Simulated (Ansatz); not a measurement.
# ZnS under changes of volume

One of the cells (19.727 Å³/atom); the others are scaled copies at fixed shape and fractional positions:

```xyz
2
Lattice="0.0000 2.7020 2.7020 2.7020 0.0000 2.7020 2.7020 2.7020 0.0000" Properties=species:S:1:pos:R:3 pbc="T T T"
Zn    4.0530    4.0530    4.0530
S     0.0000    0.0000    0.0000
```

```yaml
Program: Ansatz 0.2.0
Functional: PBE
Potentials_or_basis: all-electron LAPW, scalar-relativistic
Cutoff: 305 eV (chosen from the basis error)
Basis_error_allowed: 0.0005 eV/atom
k_mesh: 9 × 9 × 9
Occupations: fermi-dirac, width 0.05 eV
Spin: no spin polarisation
```

| volume (Å³/atom) | energy over the lowest point (meV/atom) | pressure (GPa) | gap on the mesh (eV) |
| --- | --- | --- | --- |
| 18.543 | 32.92 | 7.0 | 2.39 |
| 18.938 | ? | ? | ? |
| 19.332 | 8.05 | 3.2 | 2.20 |
| 19.727 | 2.14 | 1.6 | 2.11 |
| 20.121 | 0.00 | 0.2 | 2.03 |
| 20.516 | 1.24 | -1.1 | 1.94 |
| 20.910 | 5.53 | -2.3 | 1.86 |

**Question.** What does the run at 18.938 Å³/atom give?

**Answer.** Energy over the lowest point 18.15 meV/atom; pressure 5.0 GPa; gap on the mesh 2.29 eV.

Worked out: A Birch-Murnaghan fit of order 3 (a polynomial in V^(-2/3)) to the other rows has its minimum at 20.17 Å³/atom with B0 = V·E''(V) = 69 GPa and B' = 4.4. It gives 18.14 meV/atom at 18.938 Å³/atom, against the run's 18.15, and -dE/dV = 5.0 GPa, against 5.0. A straight line through the other rows of the gap, of slope -4.4 eV per unit of ln V (its deformation potential), gives 2.29 eV, against the run's 2.29.

Energies are extrapolated to zero smearing.
